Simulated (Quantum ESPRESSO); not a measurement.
Set up this calculation in Quantum ESPRESSO 7.5, as the native input.

| Item | Value |
| --- | --- |
| Task | relaxation of the atoms |
| Functional | WC |
| Dispersion | D2 |
| Potentials or basis | JTH 2.0 LDA |
| Cutoff | 612 eV |
| Density cutoff | 3674 eV |
| k mesh | 7 × 7 × 7 |
| Occupations | fermi-dirac, width 0.05 eV |
| Spin | no spin polarisation |
| Mixing beta | 0.5 |
| Most SCF iterations | 120 |
| SCF threshold | 4e-10 Ry |
| Most ionic steps | 40 |
| Forc conv thr | 0.0001 Ry/bohr |
| Etot conv thr | 1e-05 Ry |
| Tstress | yes |
| Ion dynamics | bfgs |

The system is NaI.

```
I Na
1.0
    -0.01618    3.23640    3.23640
     3.22022    0.00000    3.22022
     3.23640    3.23640   -0.01618
I Na
1 1
Direct
  0.50000 0.50000 0.50000
  0.00000 0.00000 0.00000
```

One way to write it, as run:

pw.in

```
&CONTROL
  calculation = 'relax'
  prefix = 'pwscf'
  outdir = './tmp'
  pseudo_dir = './pseudo'
  tprnfor = .true.
  tstress = .true.
  disk_io = 'low'
  nstep = 40
  forc_conv_thr = 0.0001
  etot_conv_thr = 1d-05
/
&SYSTEM
  ibrav = 0
  nat = 2
  ntyp = 2
  ecutwfc = 45
  ecutrho = 270
  nbnd = 14
  input_dft = 'wc'
  occupations = 'smearing'
  smearing = 'fd'
  degauss = 0.00367493
  vdw_corr = 'grimme-d2'
/
&ELECTRONS
  conv_thr = 4d-10
  electron_maxstep = 120
  mixing_beta = 0.5
/
&IONS
  ion_dynamics = 'bfgs'
/
ATOMIC_SPECIES
I    126.9045 I.LDA_PW-JTH.UPF
Na    22.9898 Na.LDA_PW-JTH.UPF
CELL_PARAMETERS angstrom
  -0.0161820000    3.2364000000    3.2364000000
   3.2202180000    0.0000000000    3.2202180000
   3.2364000000    3.2364000000   -0.0161820000
ATOMIC_POSITIONS crystal
I      0.5000000000    0.5000000000    0.5000000000
Na     0.0000000000    0.0000000000    0.0000000000
K_POINTS automatic
7 7 7 0 0 0
```

Potentials or basis: JTH 2.0 LDA.

Launch:

```bash
$ OMP_NUM_THREADS=1 pw.x -in pw.in > pw.out
```

It gave:

```
Pressure after relaxing : -2.5 GPa
Band gap on the k mesh  : 3.50 eV, direct
```

Caveat: D2 keeps the scale fitted for PBE; the potentials were made for another functional, which shifts forces and pressure; the cutoff is low for these files, which shifts pressure and relaxed volume; the relaxation stopped at its first step, so nothing moved; spin-orbit coupling is left out, which moves the levels of the heavy elements.

Wall time 20 s on 1 thread of AMD EPYC 7B13 (Zen 3), with other jobs on the host, peak memory 0.1 GiB.
